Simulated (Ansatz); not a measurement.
The following input was run with Ansatz 0.2.0.

```yaml
crystal:
  lattice:
    - [3.5994116672, 0.0, 0.0]
    - [-1.7997058336, 3.1171819425, 0.0]
    - [0.0, 0.0, 12.2683828734]
  atoms:
    - { symbol: Cd, position: [0.0, 0.0, 0.0] }
    - { symbol: Cd, position: [0.33333333, 0.66666667, 0.25] }
    - { symbol: Cd, position: [0.0, 0.0, 0.5] }
    - { symbol: Cd, position: [0.66666667, 0.33333333, 0.75] }
basis:
  ecutwfc: 420
kpoints:
  mp_grid: { grid: [15, 15, 4] }
hamiltonian:
  xc: pbe
scf:
  occupations: { method: gaussian, width: 0.1 }
output:
  forces: true
  stress: true
  eigenvalues: true
```

It can be run as
```bash
ansatz run input.yaml --threads 1 --pin off --backend cpu --events-out ev --progress --plain --runs-dir out  # memory cap (--max-ram) not shown
```

All numbers below come from DFT PBE, scalar-relativistic, plane waves, PAW (Ansatz 0.2.0).

Abridged output (iterations and final results):

```
SCF iter   1: F=—  HF=-33016.695372 eV  |F-HF|=—  |Δ(HF+E_count)|=         —  Δρ=1.05e-3  dr2=2.34e-3  ethr=1.77e-3  ⟨swp⟩=6.9  Hψ=14023  notcnv=0  defer=24
SCF iter   2: F=—  HF=-33016.696653 eV  |F-HF|=—  |Δ(HF+E_count)|=   1.28e-3  Δρ=1.16e-3  dr2=1.27e-3  ethr=2.93e-6  ⟨swp⟩=2.9  Hψ=7066  notcnv=0  defer=28
SCF iter   3: F=—  HF=-33016.696354 eV  |F-HF|=—  |Δ(HF+E_count)|=   2.99e-4  Δρ=3.81e-4  dr2=1.83e-4  ethr=1.59e-6  ⟨swp⟩=2.0  Hψ=6763  notcnv=0  defer=28
SCF iter   4: F=—  HF=-33016.696314 eV  |F-HF|=—  |Δ(HF+E_count)|=   3.98e-5  Δρ=8.03e-5  dr2=1.05e-5  ethr=2.29e-7  ⟨swp⟩=2.0  Hψ=5297  notcnv=0  defer=28
SCF iter   5: F=—  HF=-33016.696338 eV  |F-HF|=—  |Δ(HF+E_count)|=   2.40e-5  Δρ=1.44e-5  dr2=2.92e-7  ethr=1.31e-8  ⟨swp⟩=2.0  Hψ=5627  notcnv=0  defer=28
SCF iter   6: F=-33016.696338 eV  HF=-33016.696338 eV  |F-HF|=1.48e-8  |Δ(HF+E_count)|=   2.58e-8  Δρ=4.26e-6  dr2=1.78e-8  ethr=1.25e-10  ⟨swp⟩=8.5  Hψ=15724  notcnv=0
SCF 1 converged in 6 iterations: F = -33016.696338 eV  dr2 = 1.78e-8
SCF converged after 6 iterations
Free energy (F): -33016.696338 eV
Harris-Foulkes:  -33016.696338 eV  (|F-HF|=1.48e-8)
Internal energy: -33016.687044 eV  (E = F + TS)
E sigma→0 (E₀):  -33016.691691 eV
Entropy (-TS):   -0.009294 eV (-2.323 meV/atom)
Fermi energy:    7.536689 eV
--- Per-component energies (eV) ---
  E_band       = -2078.214565
  E_kinetic    = 2015.817789
  E_local      = -14619.543655  (includes V_loc(G=0)·N_el)
  E_nonlocal   = 129.215380
  E_hartree    = 6719.028636
  E_xc         = -702.248560
  E_vxc        = -879.737126  (∫ρ·V_xc dr)
  E_paw        = -16332.604182  (= ΣΔE_a)
  E_vpaw       = -2162.018704  (= ΣTr[D̂ρ^β])
  E_aug_tail   = 0.000054  (compensation charges beyond the density's cutoff)
  E_ewald      = -10226.352505
  E_smearing   = -0.009294  (= −TS)
--- Forces (eV/Å), atoms counted from 1 ---
  atom   1  Cd     0.00000000     0.00000000     0.00000000
  atom   2  Cd     0.00000000     0.00000000     0.00000000
  atom   3  Cd     0.00000000     0.00000000     0.00000000
  atom   4  Cd     0.00000000     0.00000000     0.00000000
--- Stress (GPa, compression-positive) ---
       -3.669298       0.000000       0.000000
        0.000000      -3.669298       0.000000
        0.000000       0.000000      -3.760915
  P = ⅓ Tr σ = -3.6998 GPa (-36.998 kbar)
--- Band table (eV; the first three rows and the last of 81) ---
  k-point 0: bands = ["-94.7248", "-94.7248", "-94.7187", "-94.7187", "-55.7831", "-55.7827", "-55.7782", "-55.7782", "-55.7782", "-55.7782", "-55.7776", "-55.7772", "-55.7718", "-55.7718", "-55.7718", "-55.7718", "-0.7892", "-0.7435", "-0.7389", "-0.7128", "-0.6750", "-0.6750", "-0.6688", "-0.6688", "-0.6530", "-0.6530", "-0.6428", "-0.6428", "-0.5360", "-0.5360", "-0.4826", "-0.4826", "-0.4592", "-0.4592", "-0.4002", "-0.4002", "1.6229", "2.7132", "2.7161", "5.5535", "6.7047", "11.6376", "11.6391", "16.9753", "16.9753", "17.5215", "17.6219", "17.6219"]
  k-point 1: bands = ["-94.7248", "-94.7248", "-94.7187", "-94.7187", "-55.7830", "-55.7828", "-55.7782", "-55.7782", "-55.7782", "-55.7782", "-55.7775", "-55.7772", "-55.7718", "-55.7718", "-55.7718", "-55.7718", "-0.7851", "-0.7581", "-0.7271", "-0.7139", "-0.6724", "-0.6724", "-0.6659", "-0.6659", "-0.6561", "-0.6561", "-0.6466", "-0.6466", "-0.5305", "-0.5305", "-0.4973", "-0.4973", "-0.4431", "-0.4431", "-0.4059", "-0.4059", "1.6898", "2.2329", "3.3356", "4.9372", "7.4532", "10.1070", "13.2700", "16.6000", "17.0247", "17.0247", "17.3888", "17.3888"]
  k-point 2: bands = ["-94.7248", "-94.7248", "-94.7187", "-94.7187", "-55.7829", "-55.7829", "-55.7782", "-55.7782", "-55.7782", "-55.7782", "-55.7774", "-55.7774", "-55.7718", "-55.7718", "-55.7718", "-55.7718", "-0.7738", "-0.7738", "-0.7181", "-0.7181", "-0.6662", "-0.6662", "-0.6662", "-0.6662", "-0.6550", "-0.6550", "-0.6550", "-0.6550", "-0.5162", "-0.5162", "-0.5162", "-0.5162", "-0.4215", "-0.4215", "-0.4215", "-0.4215", "1.8920", "1.8920", "4.0876", "4.0876", "8.6985", "8.6985", "14.9646", "14.9646", "17.1678", "17.1678", "17.1678", "17.1678"]
  k-point 80: bands = ["-94.7247", "-94.7247", "-94.7186", "-94.7186", "-55.7824", "-55.7824", "-55.7808", "-55.7808", "-55.7807", "-55.7807", "-55.7772", "-55.7772", "-55.7743", "-55.7743", "-55.7743", "-55.7743", "-0.7672", "-0.7672", "-0.7054", "-0.7054", "-0.6274", "-0.6274", "-0.6259", "-0.6259", "-0.5759", "-0.5759", "-0.5722", "-0.5722", "-0.5228", "-0.5228", "-0.5018", "-0.5018", "-0.4157", "-0.4157", "-0.4018", "-0.4018", "7.0934", "7.0934", "7.1181", "7.1181", "8.3755", "8.3755", "9.5685", "9.5685", "10.0945", "10.0945", "10.1293", "10.1293"]
```

The calculation finished and met its thresholds.